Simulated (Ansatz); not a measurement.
## Relaxation of AlGaN2

Theory: DFT r2SCAN, scalar-relativistic, plane waves, PAW (Ansatz 0.2.0). Settings: 500 eV cutoff, 8×8×6 k-mesh, Gaussian smearing of 0.02 eV, no spin polarisation.

What was changed: relaxed at 2 GPa.

Command:

```bash
ansatz run input.yaml --threads 1 --pin off --max-ram 2560MiB --backend cpu --events-out ev --progress --plain --runs-dir out
```

Input:

```yaml
crystal:
  lattice:
    - [3.1185289614, 0.0, 0.0]
    - [0.0, 3.1185289614, 0.0]
    - [0.0, 0.0, 4.39417921]
  atoms:
    - { symbol: Al, position: [0.5, 0.5, 0.5] }
    - { symbol: Ga, position: [0.0, 0.0, 0.0] }
    - { symbol: "N", position: [0.5, 0.0, 0.7390831713] }
    - { symbol: "N", position: [0.0, 0.5, 0.2609168287] }
basis:
  ecutwfc: 500
kpoints:
  mp_grid: { grid: [8, 8, 6] }
hamiltonian:
  xc: r2scan
scf:
  occupations: { method: gaussian, width: 0.02 }
output:
  forces: true
  stress: true
  eigenvalues: true
  write_density: true
  write_potential: true
  elf: true
  volumetric_format: npy
relax:
  adjacent_minimum: "off"
  f_tol: 0.008
  max_steps: 50
  cell: { stress_tol: 0.08, p_target: 2.0 }
```

F is the free energy. Steps run on the plane waves of an earlier cell, but the last one, and at times one on the way, on a freshly chosen basis, so a repeated geometry can differ a little in energy. The relaxation lowers the enthalpy F + PV at the target pressure, so F itself can rise.

Steps:

```csv
step,F − F(1) (eV),largest force component (eV/Å),V (Å³/atom),P (GPa)
1,0.0000,0.004,10.684,4.07
2,-0.0050,0.008,10.742,2.88
3,-0.0075,0.002,10.786,2.01
4,-0.0077,0.002,10.786,2.02
```

Relaxed structure:

```xyz
4
Lattice="3.1286 0.0000 0.0000 0.0000 3.1286 0.0000 0.0000 0.0000 4.4077" Properties=species:S:1:pos:R:3 pbc="T T T"
Al    1.5643    1.5643    2.2038
Ga    0.0000    0.0000    0.0000
N     1.5643    0.0000    3.2575
N     0.0000    1.5643    1.1502
```

It takes space group P-4m2 (No. 115, tetragonal). Conventional cell: a = 3.129 Å, b = 3.129 Å, c = 4.408 Å, α = 90.00°, β = 90.00°, γ = 90.00°. Al (site symmetry -4m2) has 4 N at 1.89 Å as nearest neighbours. Around Ga (site symmetry -4m2) lie 4 N at 1.94 Å. Around N (site symmetry 2mm) lie 2 Al at 1.89 Å and 2 Ga at 1.94 Å.

The run converged. The run took 31 s on 1 thread of Intel(R) Xeon(R) 6975P-C (Granite Rapids) (shared host), peak memory 0.5 GiB.